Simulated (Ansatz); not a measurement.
Crystal: Sn.

```
Sn
1.0
    -1.89465    1.89465    1.89465
     1.89465   -1.89465    1.89465
     1.89465    1.89465   -1.89465
Sn
1
Direct
  0.00000 0.00000 0.00000
```

This isn't the form of Sn at room conditions, which is tetragonal (white tin).

Base run:

| Quantity | Value |
| --- | --- |
| Program | Ansatz 0.2.0 |
| Functional | BLYP |
| Potentials or basis | Ansatz PAW |
| Cutoff | 420 eV (not typed: the program's choice for these potentials) |
| k mesh | 10 × 10 × 10 |
| Occupations | fermi-dirac, width 0.05 eV |
| Spin | no spin polarisation |

Its results: band gap on the k mesh none (metal or under the smearing width); pressure 5.4 GPa.

**Question.** The run is repeated on the same cell with these changes: functional from BLYP to r2SCAN; cutoff from 420 eV (not typed: the program's choice for these potentials) to 500 eV (not typed: the program's choice for these potentials). What comes out?

**Answer.** Band gap on the k mesh none (metal or under the smearing width); pressure -0.8 GPa.

Caveats: spin-orbit coupling is left out, which moves the levels of the heavy elements; the PAW data sets come from PBE, with cores solved anew for the run's functional, which leaves a small shift of forces and pressure.
